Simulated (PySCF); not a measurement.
One of the candidates below gave these computed data.

All candidates are C4H6O2.

| technique | computed result |
| --- | --- |
| UV, strongest line | among the 10 lowest singlet transitions: S2 at 6.20 eV (200 nm, f = 0.308) [TDDFT CAM-B3LYP/aug-cc-pVTZ] |
| UV, first state | lowest singlet excitation: 5.14 eV (241 nm, f = 0.000) [TDDFT CAM-B3LYP/aug-cc-pVTZ] |
| Triplet | lowest triplet excitation (Tamm–Dancoff): 3.81 eV [TDA CAM-B3LYP/aug-cc-pVTZ] |
| Polarisability | 57.8 au [CAM-B3LYP/aug-cc-pVTZ] |
| Dipole | 1.79 D [CAM-B3LYP/aug-cc-pVTZ] |
| 13C NMR | chemical shifts (computed TMS as zero) by class: 176.5 (1 C), 149.4 (1 C), 138.8 (1 C), 22.3 (1 C) ppm [GIAO PBE0/pcSseg-2] |
| Rotational structure | rotational constants A, B, C: 5.429, 3.536, 2.170 GHz [PBE0-D3(BJ)/def2-TZVP] |
| NMR, other nuclei | isotropic shieldings of nuclei other than C and H, by class: -95 (1 O), 135 (1 O) ppm [GIAO PBE0/pcSseg-2] |
| 1H NMR | chemical shifts (computed TMS as zero) by class: 6.63 (1 H), 6.13 (1 H), 5.87 (1 H), 1.99 (3 H) ppm [GIAO PBE0/pcSseg-2] |

The electronic properties come from PySCF, for the isolated species, density fitting. Levels stand in brackets. Isolated species at its PBE0-D3(BJ)/def2-TZVP geometry (one conformer only). NMR values are class means; diastereotopic atoms form classes of their own.

Question: Which candidate is it?
A. `O=C1CCCO1` (gamma-butyrolactone)
B. `C=C(C)C(=O)O` (methacrylic acid)
C. `CC(=O)C(C)=O` (2,3-butanedione)

Answer: B. It is `C=C(C)C(=O)O`. Numbering: `[CH2:1]=[C:2]([CH3:3])[C:4](=[O:5])[OH:6]`. Its formula, C4H6O2, gives 2 degrees of unsaturation: 0 rings and 2 π bonds in the structure found. 4 carbons fall into 4 classes; from least to most shielded: carboxylic acid carbon [C4] (176.5 ppm), fully substituted alkene carbon [C2] (149.4 ppm), terminal =CH2 carbon [C1] (138.8 ppm), allylic carbon [C3] (22.3 ppm). Hydrogen classes from least to most shielded: 1 H on a terminal =CH2 carbon, C1 (6.63 ppm), 1 H on a terminal =CH2 carbon, C1 (6.13 ppm), 1 H on an acid hydroxyl oxygen, O6 (5.87 ppm), 3 H on an allylic carbon, C3 (1.99 ppm). The other shieldings belong to: -95 ppm, acid carbonyl oxygen [O5]; 135 ppm, acid hydroxyl oxygen [O6]. S1 is mainly HOMO−1→LUMO (weight 0.90); the largest Löwdin shares of the orbital it empties are 0.60 on the acid carbonyl oxygen, 0.14 on the carboxylic acid carbon, 0.10 on the acid hydroxyl oxygen and 0.06 on the fully substituted alkene carbon, of the orbital it fills 0.28 on the terminal =CH2 carbon, 0.18 on the fully substituted alkene carbon, 0.18 on the carboxylic acid carbon and 0.14 on the acid carbonyl oxygen. The optimised geometry has point group Cs and is an asymmetric top.

The others, at the same levels:
- `O=C1CCCO1` fails: its computed lowest singlet excitation is 5.83 eV (213 nm, f = 0.000) (against 5.14 eV), lowest triplet excitation (Tamm–Dancoff) is 5.34 eV (against 3.81 eV) and strongest line among the 10 lowest singlet transitions is S6 at 7.95 eV (156 nm, f = 0.105) (against S2 at 6.20 eV).
- `CC(=O)C(C)=O` fails: it has 2 carbon classes against 4; its computed 13C shifts are 210.0 (2 C), 27.0 (2 C) ppm, 1H shifts are 2.32 (6 H) ppm and lowest singlet excitation is 2.91 eV (426 nm, f = 0.000) (against 5.14 eV).

Each candidate is one conformer, not necessarily the lowest. Dipoles, sizes and rotational constants follow the conformer. The torsions of the flexible species, by atom-mapped SMILES:
- `[CH2:1]=[C:2]([CH3:3])[C:4](=[O:5])[OH:6]`: C1–C2–C4–O5 -179°, H–O6–C4–C2 180°
- `[CH3:1][C:2](=[O:3])[C:4]([CH3:5])=[O:6]`: C1–C2–C4–C5 180°

The conformers of `O=C1CCCO1` aren't listed.
